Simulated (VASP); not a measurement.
Here is a VASP 6.6.1 calculation.

File INCAR:

```
ALGO = Normal
EDIFF = 1E-7
ENCUT = 520
GGA = PE
ISIF = 2
ISMEAR = -1
LASPH = True
LCHARG = False
LREAL = False
LWAVE = False
NBANDS = 27
NELM = 100
PREC = Accurate
SIGMA = 0.05
```

KPOINTS

```
k-points
0
Gamma
  8 8 8
```

POSCAR

```
InSe
1.0
    2.0000000000      1.1547005384      8.4400000000
   -2.0000000000      1.1547005384      8.4400000000
    0.0000000000     -2.3094010768      8.4400000000
In Se
2 2
Direct
    0.8886000000      0.8886000000      0.8886000000
    0.0000000000      0.0000000000      0.0000000000
    0.1719000000      0.1719000000      0.1719000000
    0.3835000000      0.3835000000      0.3835000000
```

Potentials or basis: VASP PAW PBE potentials, release 64 (In_d, Se).

Launch:

```sh
$ cat potpaw_PBE.64/In_d/POTCAR potpaw_PBE.64/Se/POTCAR > POTCAR
$ mpirun -np 1 vasp_std > vasp.out
```

Q: Predict the largest force.

A: 0.380 eV/Å.

Q: Estimate the band gap on the k mesh.

A: 0.43 eV, direct.

Stress tensor (GPa, compression positive):
```
3.19 0.00 0.00
0.00 3.19 0.00
0.00 0.00 1.99
```

Caveat: spin-orbit coupling is left out, which moves the levels of the heavy elements.

**The experiment to reproduce.**

“The Interaction of Hydrogen with the van der Waals Crystal γ-InSe”, 2020, pmc:7321205 reports, for a bulk crystal of InSe at 300 K: band gap 1.25 eV.

Against the measured gap of InSe, 1.25 eV (300 K; “The Interaction of Hydrogen with the van der Waals Crystal γ-InSe”, 2020, pmc:7321205), the calculated 0.43 eV is off by -0.82 eV. Spin-orbit coupling on In, Se is left out. The value is that of PBE on a finite k mesh, which can miss the band edges, without temperature or zero-point motion. Semilocal functionals fall short of measured gaps as a rule.
